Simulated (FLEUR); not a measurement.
## V under changes of volume

One of the cells (13.891 Å³/atom); the others are scaled copies at fixed shape and fractional positions:

```
V
1.0
    -1.51435    1.51435    1.51435
     1.51435   -1.51435    1.51435
     1.51435    1.51435   -1.51435
V
1
Direct
  0.00000 0.00000 0.00000
```

| Property | Result |
| --- | --- |
| Program | FLEUR MaX-R8.1 (later development tree) |
| Functional | r2SCAN |
| Potentials or basis | all-electron |
| Basis | FLAPW |
| Kmax | 4.36 1/bohr |
| k mesh | 12 × 12 × 12 |
| Occupations | fermi-dirac, width 0.05 eV |
| Spin | collinear spin, ferromagnetic start |
| Starting moments | [2.0] μB |

```csv
volume (Å³/atom),energy over the lowest point (meV/atom),moment (μB per cell)
13.058,4.57,0.44
13.336,0.00,0.50
13.891,11.55,0.55
14.447,44.87,0.59
14.725,?,?
```

Problem. What does the run at 14.725 Å³/atom give?

Solution. Energy over the lowest point 68.41 meV/atom; moment 0.60 μB per cell.

Worked out: A Birch-Murnaghan fit of order 2 (a polynomial in V^(-2/3)) to the other rows has its minimum at 13.37 Å³/atom with B0 = V·E''(V) = 187 GPa. It gives 68.69 meV/atom at 14.725 Å³/atom, against the run's 68.41. A parabola through the other rows of the moment, of slope -0.00375 μB per Å³/atom there, extrapolates to 0.59 μB, against the run's 0.60.

Energies are extrapolated to zero smearing.

Caveats: the meta-GGA is that of a development version, with a GGA for the radial functions and cores and without core tails.
